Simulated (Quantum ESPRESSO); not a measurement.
# PbS2 (I4/mcm) in Quantum ESPRESSO: band structure with r2SCAN

Aim: the band structure of PbS2 with r2SCAN.

Everything below comes from runs of Quantum ESPRESSO 7.5. Logs are shortened: lines on timing, memory, paths and dates and some standing lists are left out, and cuts for length are marked.

## (1) The structure

It takes space group I4/mcm (No. 140, tetragonal). Conventional cell: a = 6.150 Å, b = 6.150 Å, c = 7.553 Å, α = 90.00°, β = 90.00°, γ = 90.00°. Around Pb (site symmetry 422) lie 8 S at 3.10 Å. Around S (site symmetry m2m) lie 1 S at 2.07 Å.

The cell comes from a database or a generator and needn't be the stable form of this composition.

## (2) Band structure, r2SCAN

The input, pw.in:

```
&CONTROL
  calculation = 'scf'
  prefix = 'pwscf'
  outdir = './tmp'
  pseudo_dir = './pseudo'
  tprnfor = .true.
  tstress = .true.
  disk_io = 'low'
/
&SYSTEM
  ibrav = 0
  celldm(1) = 8
  nat = 6
  ntyp = 2
  ecutwfc = 56
  nbnd = 36
  input_dft = 'r2scan'
  occupations = 'smearing'
  smearing = 'fd'
  degauss = 0.00367493
  nosym = .true.
/
&ELECTRONS
  conv_thr = 1d-08
  electron_maxstep = 120
  mixing_beta = 0.5
/
ATOMIC_SPECIES
Pb   207.2000 Pb_ONCV_PBE-1.2.upf
S     32.0600 S_ONCV_PBE-1.2.upf
CELL_PARAMETERS alat
 -0.7263557241894   0.7263557241894   0.8920920705267
  0.7263557241894  -0.7263557241894   0.8920920705267
  0.7263557241894   0.7263557241894  -0.8920920705267
ATOMIC_POSITIONS crystal
Pb     0.2500000000    0.2500000000    0.0000000000
Pb     0.7500000000    0.7500000000    0.0000000000
S      0.3809680250    0.1190319750    0.5000000000
S      0.6190319750    0.8809680250    0.5000000000
S      0.8809680250    0.3809680250    0.2619360500
S      0.1190319750    0.6190319750    0.7380639500
K_POINTS automatic
4 4 4 0 0 0
```

The input, bands.in:

```
&CONTROL
  calculation = 'bands'
  prefix = 'pwscf'
  outdir = './tmp'
  pseudo_dir = './pseudo'
  disk_io = 'low'
  verbosity = 'high'
/
&SYSTEM
  ibrav = 0
  celldm(1) = 8
  nat = 6
  ntyp = 2
  ecutwfc = 56
  nbnd = 36
  input_dft = 'r2scan'
  occupations = 'smearing'
  smearing = 'fd'
  degauss = 0.00367493
  nosym = .true.
/
&ELECTRONS
  conv_thr = 1d-08
  electron_maxstep = 120
  mixing_beta = 0.5
  diago_full_acc = .true.
  startingwfc = 'random'
/
ATOMIC_SPECIES
Pb   207.2000 Pb_ONCV_PBE-1.2.upf
S     32.0600 S_ONCV_PBE-1.2.upf
CELL_PARAMETERS alat
 -0.7263557241894   0.7263557241894   0.8920920705267
  0.7263557241894  -0.7263557241894   0.8920920705267
  0.7263557241894   0.7263557241894  -0.8920920705267
ATOMIC_POSITIONS crystal
Pb     0.2500000000    0.2500000000    0.0000000000
Pb     0.7500000000    0.7500000000    0.0000000000
S      0.3809680250    0.1190319750    0.5000000000
S      0.6190319750    0.8809680250    0.5000000000
S      0.8809680250    0.3809680250    0.2619360500
S      0.1190319750    0.6190319750    0.7380639500
K_POINTS crystal
60
 0.0000000000  0.0000000000  0.0000000000 1
 0.0000000000  0.0000000000  0.0714285714 1
 0.0000000000  0.0000000000  0.1428571429 1
 0.0000000000  0.0000000000  0.2142857143 1
 0.0000000000  0.0000000000  0.2857142857 1
 0.0000000000  0.0000000000  0.3571428571 1
 0.0000000000  0.0000000000  0.4285714286 1
 0.0000000000  0.0000000000  0.5000000000 1
-0.0828684817  0.0828684817  0.5000000000 1
-0.1657369633  0.1657369633  0.5000000000 1
-0.2486054450  0.2486054450  0.5000000000 1
-0.3314739266  0.3314739266  0.5000000000 1
-0.4157369633  0.4157369633  0.4157369633 1
-0.3695439674  0.3695439674  0.3695439674 1
-0.3233509715  0.3233509715  0.3233509715 1
-0.2771579755  0.2771579755  0.2771579755 1
-0.2309649796  0.2309649796  0.2309649796 1
-0.1847719837  0.1847719837  0.1847719837 1
-0.1385789878  0.1385789878  0.1385789878 1
-0.0923859918  0.0923859918  0.0923859918 1
-0.0461929959  0.0461929959  0.0461929959 1
 0.0000000000  0.0000000000  0.0000000000 1
 0.0555555556  0.0555555556 -0.0555555556 1
 0.1111111111  0.1111111111 -0.1111111111 1
 0.1666666667  0.1666666667 -0.1666666667 1
 0.2222222222  0.2222222222 -0.2222222222 1
 0.2777777778  0.2777777778 -0.2777777778 1
 0.3333333333  0.3333333333 -0.3333333333 1
 0.3888888889  0.3888888889 -0.3888888889 1
 0.4444444444  0.4444444444 -0.4444444444 1
 0.5000000000  0.5000000000 -0.5000000000 1
 0.4157369633  0.5842630367 -0.4157369633 1
 0.3464474694  0.5702191972 -0.3464474694 1
 0.2771579755  0.5561753578 -0.2771579755 1
 0.2078684817  0.5421315183 -0.2078684817 1
 0.1385789878  0.5280876789 -0.1385789878 1
 0.0692894939  0.5140438394 -0.0692894939 1
 0.0000000000  0.5000000000  0.0000000000 1
 0.0416666667  0.4583333333  0.0416666667 1
 0.0833333333  0.4166666667  0.0833333333 1
 0.1250000000  0.3750000000  0.1250000000 1
 0.1666666667  0.3333333333  0.1666666667 1
 0.2083333333  0.2916666667  0.2083333333 1
 0.2500000000  0.2500000000  0.2500000000 1
 0.2857142857  0.2857142857  0.1669322962 1
 0.3214285714  0.3214285714  0.0838645924 1
 0.3571428571  0.3571428571  0.0007968886 1
 0.3928571429  0.3928571429 -0.0822708152 1
 0.4285714286  0.4285714286 -0.1653385190 1
 0.4642857143  0.4642857143 -0.2484062228 1
 0.5000000000  0.5000000000 -0.3314739266 1
 0.5000000000  0.5000000000 -0.3876492844 1
 0.5000000000  0.5000000000 -0.4438246422 1
 0.5000000000  0.5000000000 -0.5000000000 1
 0.0000000000  0.0000000000  0.5000000000 1
 0.0500000000  0.0500000000  0.4500000000 1
 0.1000000000  0.1000000000  0.4000000000 1
 0.1500000000  0.1500000000  0.3500000000 1
 0.2000000000  0.2000000000  0.3000000000 1
 0.2500000000  0.2500000000  0.2500000000 1
```

Potentials or basis: SG15 PBE 1.2.

Run with:

```bash
$ OMP_NUM_THREADS=1 mpirun -n 4 pw.x -nk 2 -in pw.in > pw.out
$ OMP_NUM_THREADS=1 mpirun -n 4 pw.x -nk 4 -in bands.in > bands.out
```

pw.out:

```text
This program is part of the open-source Quantum ESPRESSO suite
     for quantum simulation of materials; please cite
         "P. Giannozzi et al., J. Phys.:Condens. Matter 21 395502 (2009);
         "P. Giannozzi et al., J. Phys.:Condens. Matter 29 465901 (2017);
         "P. Giannozzi et al., J. Chem. Phys. 152 154105 (2020);
     in publications or presentations arising from this work. More details at

     IMPORTANT: XC functional enforced from input :
     Exchange-correlation= R2SCAN
                           (   0   0   0   0   0 497 498)
     Any further DFT definition will be discarded
     Please, verify this is what you really want

     K-points division:     npool     =       2
     Subspace diagonalization in iterative solution of the eigenvalue problem:
     a serial algorithm will be used

     --------------------
     sticks:   dense  smooth     PW     G-vecs:    dense   smooth      PW
     Min        1041    1041    325                27268    27268    4803
     Max        1042    1042    326                27269    27269    4804
     Sum        2083    2083    651                54537    54537    9607

     Using Slab Decomposition

     bravais-lattice index     =            0
     lattice parameter (alat)  =       8.0000  a.u.
     unit-cell volume          =     963.9142 (a.u.)^3
     number of atoms/cell      =            6
     number of atomic types    =            2
     number of electrons       =        52.00
     number of Kohn-Sham states=           36
     kinetic-energy cutoff     =      56.0000  Ry
     charge density cutoff     =     224.0000  Ry
     scf convergence threshold =      1.0E-08
     mixing beta               =       0.5000
     number of iterations used =            8  plain     mixing
     Exchange-correlation= R2SCAN
                           (   0   0   0   0   0 497 498)

     celldm(1)=   8.000000  celldm(2)=   0.000000  celldm(3)=   0.000000
     celldm(4)=   0.000000  celldm(5)=   0.000000  celldm(6)=   0.000000

     crystal axes: (cart. coord. in units of alat)
               a(1) = (  -0.726356   0.726356   0.892092 )
               a(2) = (   0.726356  -0.726356   0.892092 )
               a(3) = (   0.726356   0.726356  -0.892092 )

     reciprocal axes: (cart. coord. in units 2 pi/alat)
               b(1) = (  0.000000  0.688368  0.560480 )
               b(2) = (  0.688368  0.000000  0.560480 )
               b(3) = (  0.688368  0.688368  0.000000 )

     PseudoPot. # 1 for Pb read from file:
     Pb_ONCV_PBE-1.2.upf
     Pseudo is Norm-conserving, Zval = 14.0
     Generated using ONCVPSP code by D. R. Hamann
     Using radial grid of  602 points,  8 beta functions with:
                l(1) =   0
                l(2) =   0
                l(3) =   1
                l(4) =   1
                l(5) =   2
                l(6) =   2
                l(7) =   3
                l(8) =   3

     PseudoPot. # 2 for S  read from file:
     S_ONCV_PBE-1.2.upf
     Pseudo is Norm-conserving, Zval =  6.0
     Generated using ONCVPSP code by D. R. Hamann
     Using radial grid of  602 points,  4 beta functions with:
                l(1) =   0
                l(2) =   0
                l(3) =   1
                l(4) =   1

     atomic species   valence    mass     pseudopotential
     Pb               14.00   207.20000     Pb( 1.00)
     S                 6.00    32.06000     S ( 1.00)

     No symmetry found

   Cartesian axes

     site n.     atom                  positions (alat units)
         1        Pb     tau(   1) = (   0.0000000   0.0000000   0.4460460  )
         2        Pb     tau(   2) = (   0.0000000  -0.0000000   1.3381381  )
         3        S      tau(   3) = (   0.1729191   0.5534366   0.0000000  )
         4        S      tau(   4) = (   0.5534366   0.1729191   0.8920921  )
         5        S      tau(   5) = (  -0.1729191   0.5534366   0.8920921  )
         6        S      tau(   6) = (   0.8992748   0.1729191   0.0000000  )

     number of k points=    36  Fermi-Dirac smearing, width (Ry)=  0.0037
                       cart. coord. in units 2pi/alat
        k(    1) = (   0.0000000   0.0000000   0.0000000), wk =   0.0312500
        k(    2) = (   0.1720920   0.1720920   0.0000000), wk =   0.0625000
        k(    3) = (  -0.3441840  -0.3441840   0.0000000), wk =   0.0312500
        k(    4) = (   0.1720920   0.0000000   0.1401201), wk =   0.0625000
        k(    5) = (   0.3441840   0.1720920   0.1401201), wk =   0.0625000
        k(    6) = (  -0.1720920  -0.3441840   0.1401201), wk =   0.0625000
[... 28 lines left out ...]
        k(   35) = (  -0.1720920  -0.1720920  -0.5604803), wk =   0.0625000
        k(   36) = (  -0.6883679  -0.6883679  -0.5604803), wk =   0.0312500

     Dense  grid:    54537 G-vectors     FFT dimensions: (  54,  54,  54)

     WARNING: libxc functional with ID  497 depends
      on external parameters: check the user_guide of
      QE if you need to modify them or to check their
      default values.

     WARNING: libxc functional with ID  498 depends
      on external parameters: check the user_guide of
      QE if you need to modify them or to check their
      default values.

     Initial potential from superposition of free atoms

     starting charge      51.7546, renormalised to      52.0000
     Starting wfcs are random

     Self-consistent Calculation

     iteration #  1     ecut=    56.00 Ry     beta= 0.50
     Davidson diagonalization with overlap
     ethr =  1.00E-02,  avg # of iterations =  9.9

     total energy              =    -306.23330648 Ry
     estimated scf accuracy    <      19.30632675 Ry

     iteration #  2     ecut=    56.00 Ry     beta= 0.50
     Davidson diagonalization with overlap
     ethr =  1.00E-02,  avg # of iterations =  1.0
[... 50 lines left out ...]
     total energy              =    -306.50229182 Ry
     estimated scf accuracy    <       0.00000003 Ry

     iteration # 10     ecut=    56.00 Ry     beta= 0.50
     Davidson diagonalization with overlap
     ethr =  5.14E-11,  avg # of iterations =  2.0

     End of self-consistent calculation

          k = 0.0000 0.0000 0.0000 (  6829 PWs)   bands (ev):

    -8.5557  -8.5426  -8.5426  -8.4951  -8.4418  -8.4265  -8.4265  -8.4217
    -8.4049  -8.3903  -7.8574  -6.8723  -2.9225  -2.9225  -0.7886   0.4425
     3.1957   3.8520   3.8520   3.9858   4.2505   4.7396   4.9461   5.3068
     5.3068   8.3014  11.8473  11.8473  11.9125  11.9125  12.6214  12.6214
    13.2294  13.3795  13.4948  15.0491

          k = 0.1721 0.1721 0.0000 (  6782 PWs)   bands (ev):
[... 33 lines left out ...]
    -8.5998  -8.5252  -8.4914  -8.4764  -8.4494  -8.4444  -8.4404  -8.4363
    -8.4275  -8.4155  -7.3446  -7.0713  -3.6668  -3.2367  -0.1893  -0.0342
     2.6020   3.2821   3.6635   4.4915   4.8027   5.3028   6.2752   6.4783
     7.3298   7.8427  10.0878  10.4230  11.0283  11.4226  11.6904  11.9166
    12.6625  13.0828  15.6427  16.1269

          k = 0.0000-0.1721 0.1401 (  6808 PWs)   bands (ev):

    -8.5508  -8.5314  -8.5242  -8.4781  -8.4478  -8.4447  -8.4371  -8.4266
    -8.4147  -8.4143  -7.6795  -6.9355  -3.1332  -3.0806  -0.6356   0.0261
     2.7402   3.8239   3.9446   4.2917   4.3935   5.1489   5.2188   5.8273
     6.7102   7.7050  10.7093  10.9648  11.4654  11.6187  12.1432  12.6494
    13.0738  13.4536  14.8213  15.5951

          k =-0.3442-0.0000-0.2802 (  6816 PWs)   bands (ev):

    -8.5225  -8.5225  -8.4792  -8.4792  -8.4725  -8.4725  -8.4417  -8.4417
    -8.4345  -8.4345  -7.2462  -7.2462  -3.2868  -3.2868  -0.3843  -0.3843
     2.9639   2.9639   4.1647   4.1647   5.2117   5.2117   6.2814   6.2814
     7.5520   7.5520   9.9003   9.9003  11.2188  11.2188  12.2885  12.2885
    12.7672  12.7672  16.1971  16.1971
[... 219 lines left out ...]
    -8.5488  -8.5375  -8.4953  -8.4953  -8.4622  -8.4393  -8.4393  -8.4124
    -8.4122  -8.4102  -7.4590  -6.9277  -3.2695  -3.2695  -1.0135  -0.9439
     2.6957   3.3479   4.1080   4.1080   5.5259   5.5272   7.1107   7.1107
     8.3580   8.5510  10.2827  10.4011  10.4011  11.3776  11.3776  11.9921
    12.5161  12.5161  13.6513  14.4050

     the Fermi energy is     8.7078 ev

!    total energy              =    -306.50229182 Ry
     estimated scf accuracy    <          1.0E-08 Ry
     smearing contrib. (-TS)   =      -0.00004987 Ry
     internal energy E=F+TS    =    -306.50224196 Ry

     The total energy is F=E-TS. E is the sum of the following terms:
     one-electron contribution =     -57.39575377 Ry
     hartree contribution      =      55.32076991 Ry
     xc contribution           =     -44.84477050 Ry
     ewald contribution        =    -259.58248759 Ry

     convergence has been achieved in  10 iterations

     Forces acting on atoms (cartesian axes, Ry/au):

     atom    1 type  1   force =     0.00001337    0.00000143    0.00000178
     atom    2 type  1   force =    -0.00000511   -0.00000049   -0.00000180
     atom    3 type  2   force =     0.00745402   -0.00745545   -0.00000009
     atom    4 type  2   force =    -0.00745783    0.00745614   -0.00000010
     atom    5 type  2   force =    -0.00745971   -0.00745829    0.00000018
     atom    6 type  2   force =     0.00745526    0.00745665    0.00000003

     Total force =     0.021091     Total SCF correction =     0.000132

     Computing stress (Cartesian axis) and pressure

          total   stress  (Ry/bohr**3)                   (kbar)     P=       -4.51
  -0.00001371   0.00000000   0.00000000           -2.02        0.00        0.00
   0.00000000  -0.00001370  -0.00000000            0.00       -2.02       -0.00
   0.00000000  -0.00000000  -0.00006448            0.00       -0.00       -9.49

=------------------------------------------------------------------------------=
   JOB DONE.
=------------------------------------------------------------------------------=
```

Run time: 8.4 min. Hardware: 4 MPI ranks of Arm Neoverse V1, shared host; peak memory 0.56 GiB.

Results:

```
Free energy             : -4170.1761 eV
Pressure                : -0.5 GPa
Largest force           : 0.271 eV/Å
Band gap on the k mesh  : 0.38 eV, indirect (least direct gap 1.08 eV)
Band gap along the path : 0.38 eV, indirect (least direct gap 0.99 eV)
```

Forces in eV/Å, atoms in the order of the input:
```
Pb   0.000  0.000  0.000
Pb   0.000  0.000  0.000
S    0.192 -0.192  0.000
S   -0.192  0.192  0.000
S   -0.192 -0.192  0.000
S    0.192  0.192  0.000
```

Stress tensor (GPa, compression positive):
```
-0.20  0.00  0.00
 0.00 -0.20  0.00
 0.00  0.00 -0.95
```

Levels at the corners of the path, in eV from the valence-band top:
| point | band 23 | band 24 | band 25 | band 26 | band 27 | band 28 | band 29 | band 30 |
| --- | --- | --- | --- | --- | --- | --- | --- | --- |
| Γ | -3.60 | -3.24 | -3.24 | -0.25 | 3.30 | 3.30 | 3.36 | 3.36 |
| X | -2.67 | -1.42 | -1.25 | -0.39 | 1.45 | 1.52 | 2.33 | 2.83 |
| Y | -1.42 | -1.04 | -0.73 | -0.43 | 0.56 | 2.13 | 2.41 | 2.50 |
| S | -1.61 | -1.06 | -0.42 | -0.41 | 1.10 | 1.83 | 2.46 | 2.57 |
| Γ | -3.60 | -3.24 | -3.24 | -0.25 | 3.30 | 3.30 | 3.36 | 3.36 |
| Z | -1.44 | -1.44 | -0.19 | 0.00 | 1.73 | 1.85 | 1.85 | 2.83 |
| S1 | -1.61 | -1.06 | -0.42 | -0.41 | 1.10 | 1.83 | 2.46 | 2.57 |
| N | -2.27 | -2.27 | -1.00 | -1.00 | 1.35 | 1.35 | 2.67 | 2.67 |
| P | -2.10 | -2.10 | -1.02 | -1.02 | 2.56 | 2.56 | 2.61 | 2.61 |
| Y1 | -1.42 | -1.04 | -0.73 | -0.43 | 0.56 | 2.13 | 2.41 | 2.50 |
| Z | -1.44 | -1.44 | -0.19 | 0.00 | 1.73 | 1.85 | 1.85 | 2.83 |
| X | -2.67 | -1.42 | -1.25 | -0.39 | 1.45 | 1.52 | 2.33 | 2.83 |
| P | -2.10 | -2.10 | -1.02 | -1.02 | 2.56 | 2.56 | 2.61 | 2.61 |

Caveat: the potentials were made for another functional, which shifts forces and pressure; spin-orbit coupling is left out, which as a rule narrows the gap of such compounds by several tenths of an eV.
